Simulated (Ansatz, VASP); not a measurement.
# GaSb: VASP beside Ansatz

POSCAR

```
GaSb
1.0
    0.0000000000      3.1260093364      3.1260093364
    3.1260093364      0.0000000000      3.1260093364
    3.1260093364      3.1260093364      0.0000000000
Ga Sb
1 1
Direct
    0.0000000000      0.0000000000      0.0000000000
    0.2500000000      0.2500000000      0.2500000000
```

Contents of INCAR.step1:

```
PREC = Accurate
ENCUT = 520
ISMEAR = -1
SIGMA = 0.02
LREAL = False
LASPH = True
NELM = 100
NBANDS = 16
GGA = PE
ALGO = Normal
EDIFF = 1E-4
LWAVE = True
LCHARG = False
```

File INCAR.step2:

```
PREC = Accurate
ENCUT = 520
EDIFF = 1E-6
ISMEAR = -1
SIGMA = 0.02
LREAL = False
LASPH = True
NELM = 100
ALGO = Normal
ISIF = 2
LWAVE = False
LCHARG = False
METAGGA = R2SCAN
LMIXTAU = True
NBANDS = 16
ISTART = 1
```

KPOINTS

```
Automatic mesh
0
Gamma
  6 6 6
```

Input for Ansatz:

```yaml
crystal:
  lattice:
    - [0.0, 3.1260093364, 3.1260093364]
    - [3.1260093364, 0.0, 3.1260093364]
    - [3.1260093364, 3.1260093364, 0.0]
  atoms:
    - { symbol: Ga, position: [0.0, 0.0, 0.0] }
    - { symbol: Sb, position: [0.25, 0.25, 0.25] }
kpoints:
  mp_grid: { grid: [6, 6, 6] }
hamiltonian:
  xc: r2scan
scf:
  occupations: { method: fermi_dirac, width: 0.02 }
  n_extra_bands: 4
output:
  forces: true
  stress: true
  eigenvalues: true
```

Alike in both runs: task single point; functional r2SCAN; k mesh 6 × 6 × 6; occupations fermi-dirac, width 0.02 eV; no spin polarisation.

```csv
,VASP,Ansatz
version,VASP 6.6.1,Ansatz 0.2.0
potentials or method,"VASP PAW PBE potentials, release 64 (Ga_d, Sb)","plane waves, PAW"
plane-wave cutoff (eV),520,500
valence electrons in the cell,18,28
```

```tsv
	VASP	Ansatz	Ansatz less VASP
pressure (GPa)	-2.5	-2.6	-0.07
```

The functional is the same, so the differences come from potentials, cutoffs and numerics. The two sets of potentials don't hold the same shells in valence.

Caveats: the PAW data sets were made with another functional, which shifts forces and pressure a little (VASP). Spin-orbit coupling is left out, which matters for the levels of Sb.
